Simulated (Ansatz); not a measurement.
## Ni and the effect of the pressure

The cell as given:

The structure is cubic, space group Im-3m (No. 229). Conventional cell: a = 2.767 Å, b = 2.767 Å, c = 2.767 Å, α = 90.00°, β = 90.00°, γ = 90.00°. Ni (site symmetry m-3m) is surrounded by 8 Ni at 2.40 Å.

This isn't the form of Ni at room conditions, which is fcc.

Kept alike: task relaxation of cell and atoms; functional PBEsol; k mesh 13 × 13 × 13; occupations fermi-dirac, width 0.05 eV; collinear spin, ferromagnetic start. Program: Ansatz, all-electron LAPW, scalar-relativistic. The mesh is that of the run's cell of 1 atom. No spin-orbit coupling.

| pressure, P (GPa) | volume (Å³/atom) | largest site moment (μB) |
| --- | --- | --- |
| 0 | 10.477 | 0.61 |
| 5 | 10.255 | 0.59 |
| 10 | 10.054 | 0.56 |
| 20 | 9.669 | 0.27 |
| 30 | 9.386 | 0.20 |

The relaxations keep at least the cell's symmetry (Im-3m). For a metal such a mesh leaves the last digits unconverged. The runs follow the start's structure, whether or not it is the stable one at these pressures. P is the pressure aimed at, which the runs meet within some hundredths to tenths of a GPa. The runs hold the magnetic state that their start led to, which needn't be the lowest. Site moments count inside each atom's sphere or projector.

The volume falls from 10.477 to 9.386 Å³/atom between 0 and 30 GPa. The volume falls ever more slowly, since the solid stiffens under load. At the pressures aimed at, which the runs meet within some tenths of a GPa, the step from 0 to 5 GPa gives a mean bulk modulus near 233 GPa, the last step 337 GPa. The largest site moment falls from 0.61 to 0.20 μB between 0 and 30 GPa.

Compression weakens the ferromagnetism of bcc Ni unevenly: the site moment barely changes up to 10 GPa, drops from 0.56 to 0.27 μB by 20 GPa, and is still finite at 30 GPa. The general decline fits the Stoner picture of itinerant magnetism. Shorter Ni–Ni distances increase d–d overlap and broaden the d band, which tends to lower the density of states at the Fermi level, so the exchange gain no longer pays for as large a spin splitting. The sharp drop suggests that the Fermi level moves off a narrow d-band feature; fcc Ni, by contrast, loses its moment much more gradually under pressure.

The volumes probably carry a trace of the same change. Stiffening is slight across the interval where the moment drops and pronounced in the last step, as expected if losing the moment removes a magnetic contribution that had kept the lattice expanded. The pressure steps are too coarse to tell a continuous weakening from a jump between high- and low-moment states.
